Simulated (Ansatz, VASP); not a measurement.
## Two plane-wave programs on As

Contents of INCAR:

```
SYSTEM = As
PREC = Accurate
ENCUT = 520
EDIFF = 1E-6
ISMEAR = -1
SIGMA = 0.05
LREAL = .False.
LASPH = .True.
NELM = 60
ALGO = Normal
ISIF = 2
LWAVE = .False.
LCHARG = .True.
GGA = PE
LELF = .True.
LVHAR = .True.
NBANDS = 12
```

Contents of KPOINTS:

```
Automatic mesh
0
Gamma
  7 7 9
  0 0 0
```

POSCAR

```
As
1.0
    4.5046843265      0.0000000000      0.0000000000
   -2.2523421632      3.9011726374      0.0000000000
    0.0000000000      0.0000000000      2.7954415214
As
2
Direct
    0.3333300000      0.6666700000      0.0000000000
    0.6666700000      0.3333300000      0.0000000000
```

Contents of input.yaml:

```yaml
crystal:
  lattice:
    - [4.5046843265, 0.0, 0.0]
    - [-2.2523421632, 3.9011726374, 0.0]
    - [0.0, 0.0, 2.7954415214]
  atoms:
    - { symbol: As, position: [0.33333, 0.66667, 0.0] }
    - { symbol: As, position: [0.66667, 0.33333, 0.0] }
hamiltonian:
  xc: pbe
  pseudopotentials: { kind: paw }
kpoints:
  mp_grid: { grid: [7, 7, 9] }
scf:
  occupations: { method: fermi_dirac, width: 0.05 }
output:
  forces: true
  stress: true
  eigenvalues: true
```

The cell was built by a generator and needn't be a form met in nature.

Alike in both runs: task single point; functional PBE; k mesh 7 × 7 × 9; occupations fermi-dirac, width 0.05 eV; no spin polarisation.

```csv
,VASP,Ansatz
version,VASP 6.6.1,Ansatz 0.2.0
potentials or method,"VASP PAW PBE potentials, release 64 (As)",Ansatz PAW
plane-wave cutoff (eV),520,420
valence electrons in the cell,10,30
```

Ansatz gave:

- gap on the k mesh at the Fermi level (eV): none
- pressure (GPa): 2.2
- largest component of the traceless stress (GPa): 1.45

Problem. What did VASP give for the same quantities?

Solution. gap on the k mesh at the Fermi level (eV): none; pressure (GPa): 2.3; largest component of the traceless stress (GPa): 1.37.

A gap of «none» marks a metal or a gap that the smearing closes. The functional is the same, so the differences come from potentials, cutoffs and numerics. The two sets of potentials don't hold the same shells in valence.
